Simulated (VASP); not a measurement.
# BaTiO3 (Barioperovskite) under changes of volume

One of the cells (13.123 Å³/atom); the others are scaled copies at fixed shape and fractional positions:

```xyz
5
Lattice="3.9799 0.0000 0.0000 0.0000 2.8635 2.8787 0.0000 -2.8635 2.8787" Properties=species:S:1:pos:R:3 pbc="T T T"
Ba    0.0000    0.0000    0.0415
Ti    1.9899    0.0000    3.0087
O     1.9899    1.3949    4.2470
O     1.9899   -1.3949    4.2470
O     0.0000    0.0000    2.8315
```

* Program: VASP 6.6.1
* Functional: r2SCAN
* Potentials or basis: VASP PAW PBE potentials, release 64 (Ba_sv, Ti_sv, O)
* Cutoff: 520 eV
* k mesh: 6 × 6 × 6
* Occupations: gaussian, width 0.02 eV
* Spin: no spin polarisation

```csv
volume (Å³/atom),energy over the lowest point (meV/atom),pressure (GPa),gap on the mesh (eV),largest force (eV/Å)
12.598,13.44,7.9,2.68,0.447
12.860,3.55,3.8,2.62,0.216
13.123,0.00,0.2,2.57,0.013
13.385,2.15,-3.2,2.51,0.202
13.648,?,?,?,?
```

Q: What does the run at 13.648 Å³/atom give?

A: Energy over the lowest point 9.42 meV/atom; pressure -6.1 GPa; gap on the mesh 2.46 eV; largest force 0.392 eV/Å.

Worked out: A Birch-Murnaghan fit of order 2 (a polynomial in V^(-2/3)) to the other rows has its minimum at 13.15 Å³/atom with B0 = V·E''(V) = 173 GPa at fixed shape and positions, which overstates the stiffness. It gives 9.52 meV/atom at 13.648 Å³/atom, against the run's 9.42, and -dE/dV = -6.0 GPa, against -6.1. A straight line through the other rows of the gap, of slope -2.77 eV per unit of ln V, extrapolates to 2.46 eV, against the run's 2.46.

Energies are extrapolated to zero smearing.

Caveats: the PAW data sets were made with another functional, which shifts forces and pressure a little; spin-orbit coupling is left out, which moves the levels of the heavy elements.

A mesh can miss the band edges.
